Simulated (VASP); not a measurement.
Input of a VASP 6.6.1 run:

Contents of run.py:

```python
from ase.calculators.vasp import Vasp
from ase.dft.dos import DOS
from ase.io import read

atoms = read('TiO.cif', primitive_cell=True, subtrans_included=False)
calc = Vasp(
    directory='calc',
    xc='vdw-df-cx',
    pp='PBE',
    setups='materialsproject',
    prec='Accurate',
    encut=520,
    ediff=1e-06,
    ismear=-5,
    sigma=0.05,
    lreal=False,
    lasph=True,
    nelm=60,
    algo='Fast',
    isif=2,
    lwave=False,
    lcharg=False,
    lmaxmix=4,
    lorbit=11,
    kpts=[6, 6, 9],
    gamma=True,
)
atoms.calc = calc

print('energy (eV):', atoms.get_potential_energy())
print('free energy (eV):', atoms.get_potential_energy(force_consistent=True))
print('forces (eV/A):')
print(atoms.get_forces())
print('stress (eV/A^3, Voigt):', atoms.get_stress())
print('Fermi level (eV):', calc.get_fermi_level())
dos = DOS(calc, width=0.1, window=(-10, 10), npts=301)
print('E - E_F (eV), DOS (1/eV)')
for e, g in zip(dos.get_energies(), dos.get_dos()):
    print(f'{e:8.3f} {g:10.4f}')
```

Contents of TiO.cif:

```cif
data_TiO
_cell_length_a 4.78096284
_cell_length_b 4.78096284
_cell_length_c 2.75345021
_cell_angle_alpha 90.00000000
_cell_angle_beta 90.00000000
_cell_angle_gamma 120.00000000
_space_group_name_H-M_alt 'P-62m'
_space_group_name_Hall 'P -6 -2'
_space_group_IT_number 189
loop_
_space_group_symop_operation_xyz
'x,y,z'
'-x+y,-x,-z'
'-y,x-y,z'
'x,y,-z'
'-x+y,-x,z'
'-y,x-y,-z'
'y,x,z'
'-x,-x+y,-z'
'x-y,-y,z'
'y,x,-z'
'-x,-x+y,z'
'x-y,-y,-z'
loop_
_atom_site_label
_atom_site_type_symbol
_atom_site_symmetry_multiplicity
_atom_site_Wyckoff_symbol
_atom_site_fract_x
_atom_site_fract_y
_atom_site_fract_z
_atom_site_occupancy
Ti1 Ti 1 a 0.0000000000 0.0000000000 0.0000000000 1
Ti2 Ti 2 d 0.3333333333 0.6666666667 0.5000000000 1
O1 O 3 f 0.0000000000 0.3944407600 0.0000000000 1
```

Potentials or basis: VASP PAW PBE potentials, release 64 (Ti_pv, O).

The run is started by

```sh
$ python run.py
```

(1) Estimate the largest force.

(2) Predict the pressure.

(3) What does it give for the band gap on the k mesh?

Answers

(1) 0.521 eV/Å.

(2) 35.5 GPa.

(3) none (metal or under the smearing width).

Caveat: the PAW data sets were made with another functional, which shifts forces and pressure a little; semilocal functionals often make such compounds metallic where correlation or magnetic order opens a gap, which also shifts bond lengths; tetrahedron occupations give inexact forces and stress in metals.
